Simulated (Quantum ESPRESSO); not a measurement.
Input of a Quantum ESPRESSO 7.5 run:

Contents of pw.in:

```
&CONTROL
  calculation = 'scf'
  prefix = 'pwscf'
  outdir = './tmp'
  pseudo_dir = './pseudo'
  tprnfor = .true.
  tstress = .true.
  disk_io = 'low'
/
&SYSTEM
  ibrav = 0
  nat = 12
  ntyp = 2
  ecutwfc = 70
  nbnd = 96
  occupations = 'smearing'
  smearing = 'fd'
  degauss = 0.00367493
/
&ELECTRONS
  conv_thr = 2.4d-09
  electron_maxstep = 120
  mixing_beta = 0.5
/
ATOMIC_SPECIES
Hf   178.4900 Hf_ONCV_PBE-1.2.upf
O     15.9990 O_ONCV_PBE-1.2.upf
CELL_PARAMETERS bohr
   9.6716183058    0.0000000000    0.0000000000
   0.0000000000    9.7995527645    0.0000000000
  -1.6226380164    0.0000000000    9.8527809459
ATOMIC_POSITIONS bohr
Hf     1.5157031277    4.5107341375    6.9757689097
Hf     5.7219581536    9.4105105197    7.8034025092
Hf     6.5332771618    5.2888186270    2.8770120362
Hf     2.3270221359    0.3890422447    2.0493784368
O     -0.6562535302    1.6502446855    8.3423496269
O      7.8939148115    6.5500210678    6.4368217920
O      8.7052338196    8.1493080789    1.5104313190
O      0.1550654780    3.2495316967    3.4159591540
O      2.7493076140    7.2702881960    9.6567106051
O      4.4883536673    2.3705118137    5.1224608138
O      5.2996726755    2.5292645685    0.1960703408
O      3.5606266222    7.4290409507    4.7303201321
K_POINTS automatic
5 5 5 0 0 0
```

Contents of bands.in:

```
&CONTROL
  calculation = 'bands'
  prefix = 'pwscf'
  outdir = './tmp'
  pseudo_dir = './pseudo'
  disk_io = 'low'
  verbosity = 'high'
/
&SYSTEM
  ibrav = 0
  nat = 12
  ntyp = 2
  ecutwfc = 70
  nbnd = 96
  occupations = 'smearing'
  smearing = 'fd'
  degauss = 0.00367493
/
&ELECTRONS
  conv_thr = 1d-08
  electron_maxstep = 120
  mixing_beta = 0.5
  diago_full_acc = .true.
/
ATOMIC_SPECIES
Hf   178.4900 Hf_ONCV_PBE-1.2.upf
O     15.9990 O_ONCV_PBE-1.2.upf
CELL_PARAMETERS bohr
   9.6716183058    0.0000000000    0.0000000000
   0.0000000000    9.7995527645    0.0000000000
  -1.6226380164    0.0000000000    9.8527809459
ATOMIC_POSITIONS bohr
Hf     1.5157031277    4.5107341375    6.9757689097
Hf     5.7219581536    9.4105105197    7.8034025092
Hf     6.5332771618    5.2888186270    2.8770120362
Hf     2.3270221359    0.3890422447    2.0493784368
O     -0.6562535302    1.6502446855    8.3423496269
O      7.8939148115    6.5500210678    6.4368217920
O      8.7052338196    8.1493080789    1.5104313190
O      0.1550654780    3.2495316967    3.4159591540
O      2.7493076140    7.2702881960    9.6567106051
O      4.4883536673    2.3705118137    5.1224608138
O      5.2996726755    2.5292645685    0.1960703408
O      3.5606266222    7.4290409507    4.7303201321
K_POINTS crystal
60
 0.0000000000  0.0000000000  0.0000000000 1
 0.0000000000  0.0000000000  0.0833333333 1
 0.0000000000  0.0000000000  0.1666666667 1
 0.0000000000  0.0000000000  0.2500000000 1
 0.0000000000  0.0000000000  0.3333333333 1
 0.0000000000  0.0000000000  0.4166666667 1
 0.0000000000  0.0000000000  0.5000000000 1
-0.0865462035  0.0000000000  0.5145201305 1
-0.1730924069  0.0000000000  0.5290402610 1
-0.2596386104  0.0000000000  0.5435603915 1
-0.3461848138  0.0000000000  0.5580805220 1
-0.4327310173  0.0000000000  0.5726006525 1
-0.5000000000  0.0000000000  0.5000000000 1
-0.5000000000  0.0833333333  0.5000000000 1
-0.5000000000  0.1666666667  0.5000000000 1
-0.5000000000  0.2500000000  0.5000000000 1
-0.5000000000  0.3333333333  0.5000000000 1
-0.5000000000  0.4166666667  0.5000000000 1
-0.5000000000  0.5000000000  0.5000000000 1
-0.5672689827  0.5000000000  0.4273993475 1
-0.5538151862  0.5000000000  0.3419194780 1
-0.5403613896  0.5000000000  0.2564396085 1
-0.5269075931  0.5000000000  0.1709597390 1
-0.5134537965  0.5000000000  0.0854798695 1
-0.5000000000  0.5000000000  0.0000000000 1
-0.5000000000  0.4285714286  0.0000000000 1
-0.5000000000  0.3571428571  0.0000000000 1
-0.5000000000  0.2857142857  0.0000000000 1
-0.5000000000  0.2142857143  0.0000000000 1
-0.5000000000  0.1428571429  0.0000000000 1
-0.5000000000  0.0714285714  0.0000000000 1
-0.5000000000  0.0000000000  0.0000000000 1
-0.5112114971  0.0000000000  0.0712332246 1
-0.5224229942  0.0000000000  0.1424664492 1
-0.5336344914  0.0000000000  0.2136996738 1
-0.5448459885  0.0000000000  0.2849328984 1
-0.5560574856  0.0000000000  0.3561661229 1
-0.5672689827  0.0000000000  0.4273993475 1
-0.4327310173  0.5000000000  0.5726006525 1
-0.3606091810  0.5000000000  0.5605005437 1
-0.2884873448  0.5000000000  0.5484004350 1
-0.2163655086  0.5000000000  0.5363003262 1
-0.1442436724  0.5000000000  0.5242002175 1
-0.0721218362  0.5000000000  0.5121001087 1
 0.0000000000  0.5000000000  0.5000000000 1
 0.0000000000  0.5000000000  0.4285714286 1
 0.0000000000  0.5000000000  0.3571428571 1
 0.0000000000  0.5000000000  0.2857142857 1
 0.0000000000  0.5000000000  0.2142857143 1
 0.0000000000  0.5000000000  0.1428571429 1
 0.0000000000  0.5000000000  0.0714285714 1
 0.0000000000  0.5000000000  0.0000000000 1
 0.0000000000  0.0000000000  0.5000000000 1
 0.0000000000  0.0714285714  0.5000000000 1
 0.0000000000  0.1428571429  0.5000000000 1
 0.0000000000  0.2142857143  0.5000000000 1
 0.0000000000  0.2857142857  0.5000000000 1
 0.0000000000  0.3571428571  0.5000000000 1
 0.0000000000  0.4285714286  0.5000000000 1
 0.0000000000  0.5000000000  0.5000000000 1
```

Potentials or basis: SG15 PBE 1.2.

Command:

```bash
$ OMP_NUM_THREADS=1 mpirun -n 2 pw.x -nk 2 -in pw.in > pw.out
$ OMP_NUM_THREADS=1 mpirun -n 2 pw.x -nk 2 -in bands.in > bands.out
```

Question: Estimate the band gap on the k mesh.

Answer: 4.18 eV, indirect (least direct gap 4.24 eV).

Question: What does it give for the band gap along the path?

Answer: 4.13 eV, indirect (least direct gap 4.20 eV).

Question: Predict the largest force.

Answer: 0.493 eV/Å.

Levels at the corners of the path, in eV from the valence-band top:
```csv
point,band 73,band 74,band 75,band 76,band 77,band 78,band 79,band 80
Γ,-0.49,-0.48,-0.14,0.00,4.56,5.11,5.29,5.51
Y,-0.78,-0.78,-0.47,-0.47,4.80,4.80,5.24,5.24
H,-1.03,-0.72,-0.63,-0.34,4.35,4.56,5.46,5.59
C,-0.92,-0.92,-0.49,-0.49,4.44,4.44,5.56,5.56
E,-1.00,-1.00,-0.71,-0.71,4.61,4.61,5.32,5.32
M1,-0.99,-0.99,-0.68,-0.68,4.63,4.63,5.35,5.35
A,-0.85,-0.85,-0.56,-0.56,4.84,4.84,5.29,5.29
X,-0.65,-0.54,-0.47,-0.09,4.13,5.17,5.26,5.29
H1,-1.03,-0.72,-0.63,-0.34,4.35,4.56,5.46,5.59
M,-0.99,-0.99,-0.68,-0.68,4.63,4.63,5.35,5.35
D,-0.89,-0.89,-0.59,-0.59,4.99,4.99,5.14,5.14
Z,-0.78,-0.78,-0.41,-0.41,5.11,5.11,5.59,5.59
Y,-0.78,-0.78,-0.47,-0.47,4.80,4.80,5.24,5.24
D,-0.89,-0.89,-0.59,-0.59,4.99,4.99,5.14,5.14
```

Caveat: spin-orbit coupling is left out, which moves the levels of the heavy elements.

**Experimental background.**

From “Temperature dependence of self-trapped exciton luminescence in nanostructured hafnia powder”, 2021, arxiv:2112.02602, for a bulk crystal of HfO2: band gap 5.54 eV (indirect).

Measured gap of HfO2: 5.54 eV (indirect; quoted in “Temperature dependence of self-trapped exciton luminescence in nanostructured hafnia powder”, 2021, arxiv:2112.02602). This calculation gives 4.13 eV (-1.41 eV). Spin-orbit coupling on Hf is left out. The value is that of PBE, without temperature or zero-point motion. Semilocal functionals fall short of measured gaps as a rule.
